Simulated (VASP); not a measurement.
Crystal: Bi2Te3 (Tellurobismuthite).

```
CELL_PARAMETERS angstrom
2.19300 1.26613 10.16567
-2.19300 1.26613 10.16567
0.00000 -2.53226 10.16567
ATOMIC_POSITIONS crystal
Bi 0.60000 0.60000 0.60000
Bi 0.40000 0.40000 0.40000
Te 0.79050 0.79050 0.79050
Te 0.20950 0.20950 0.20950
Te 0.00000 0.00000 0.00000
```

Base run:

| Item | Value |
| --- | --- |
| Program | VASP 6.6.1 |
| Functional | TB-mBJ |
| Potentials or basis | VASP PAW PBE potentials, release 64 (Bi_d, Te) |
| Cutoff | 520 eV |
| k mesh | 8 × 8 × 8 |
| Occupations | gaussian, width 0.02 eV |
| Spin | no spin polarisation |

Its results: band gap on the k mesh 0.66 eV, direct.

**Question.** The run is repeated on the same cell with these changes: functional from TB-mBJ to PBEsol. What comes out?

**Answer.** Band gap on the k mesh 0.23 eV, direct.

Caveats: spin-orbit coupling is left out, which as a rule narrows the gap of such compounds by several tenths of an eV.

Not every run made on this cell is shown here.
